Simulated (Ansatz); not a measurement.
## MoS2 under changes of volume

One of the cells (17.750 Å³/atom); the others are scaled copies at fixed shape and fractional positions:

```
Mo S
1.0
     1.58550    0.91539    6.11500
    -1.58550    0.91539    6.11500
     0.00000   -1.83078    6.11500
Mo S
1 2
Direct
  0.00000 0.00000 0.00000
  0.25000 0.25000 0.25000
  0.75000 0.75000 0.75000
```

Measurements of this composition are mostly on another form, of space group No. 194.

- Program: Ansatz 0.2.0
- Functional: LDA
- Potentials or basis: all-electron LAPW, scalar-relativistic
- Cutoff: 246 eV (chosen from the basis error)
- Basis error allowed: 0.002 eV/atom
- k mesh: 10 × 10 × 10
- Occupations: fermi-dirac, width 0.05 eV
- Spin: no spin polarisation

```tsv
volume (Å³/atom)	energy over the lowest point (meV/atom)	pressure (GPa)	largest force (eV/Å)
16.685	35.01	11.0	1.771
17.040	15.18	7.0	1.343
17.395	?	?	?
17.750	0.00	0.1	0.580
18.105	3.03	-2.8	0.239
18.460	12.18	-5.4	0.077
18.815	26.83	-7.7	0.370
```

What does the run at 17.395 Å³/atom give?

Energy over the lowest point 3.79 meV/atom; pressure 3.4 GPa; largest force 0.947 eV/Å.

Worked out: A Birch-Murnaghan fit of order 3 (a polynomial in V^(-2/3)) to the other rows has its minimum at 17.76 Å³/atom with B0 = V·E''(V) = 153 GPa and B' = 4.4 at fixed shape and positions, which overstates the stiffness. It gives 3.80 meV/atom at 17.395 Å³/atom, against the run's 3.79, and -dE/dV = 3.4 GPa, against 3.4.

Energies are extrapolated to zero smearing.

Caveats: the cell's inner coordinates are idealised or old, which leaves forces on the atoms.
